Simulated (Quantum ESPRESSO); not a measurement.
Runs of Quantum ESPRESSO 7.5 on HfO2. Symmetry: P2_1/c, No. 14, monoclinic system. Conventional cell: a = 5.118 Å, b = 5.186 Å, c = 5.284 Å, α = 90.00°, β = 99.35°, γ = 90.00°. Hf (site symmetry 1) is surrounded by 7 O at 2.03 to 2.25 Å. O (site symmetry 1) is surrounded by 3 Hf at 2.03 to 2.12 Å. O (site symmetry 1) has 4 Hf at 2.14 to 2.25 Å as nearest neighbours. 

```csv
task,level,potentials or basis,k mesh,cutoff (eV),form of the LDA correlation,mesh quality,gap on the mesh (eV),pressure (GPa),V0 of scaled cells (Å³/atom),B0 (GPa),largest force (eV/Å)
band structure,LDA,GBRV 1.5 LDA,5 × 5 × 5,612,PZ81,not flagged,4.02,-9.2,-,-,0.42
equation of state,PBE,SG15 PBE 1.2,3 × 3 × 3,1197,-,coarse,-,-,11.79,233,-
band structure,PBE,SG15 PBE 1.2,5 × 5 × 5,952,-,not flagged,(b),-,-,-,0.49
equation of state,LDA,GBRV 1.5 LDA,3 × 3 × 3,612,PZ81,coarse,-,-,11.13,(a),-
band structure,PBEsol,GBRV 1.5 PBEsol,5 × 5 × 5,612,-,not flagged,4.11,-3.3,-,-,0.44
equation of state,PBEsol,GBRV 1.5 PBEsol,3 × 3 × 3,612,-,coarse,-,-,11.39,255,-
band structure,PBE,PseudoDojo 0.5 SR PBE standard,5 × 5 × 5,1143,-,not flagged,4.21,3.4,-,-,0.45
single point,PBE,SSSP 1.3 efficiency PBE,5 × 5 × 5,816,-,not flagged,4.20,3.9,-,-,(c)
```

Alike in all rows: no spin polarisation; cell as given; smearing fermi-dirac 0.05 eV.

Task: Fill in the values left out.

Result: (a) 271; (b) 4.18; (c) 0.46.

Caveats: some runs use coarse meshes; spin-orbit coupling is left out, which moves the levels of the heavy elements (some runs); the cell was scaled at fixed shape and fractional positions, which overstates the stiffness of a crystal with free parameters, most of all of layers and chains (some runs); some levels on the path didn't converge (some runs); an odd mesh through Γ misses points on the zone boundary, where band edges often lie (some runs).

A k mesh can miss the band edges, and the runs leave out spin-orbit coupling on Hf.

Not every run made on this cell is shown here.
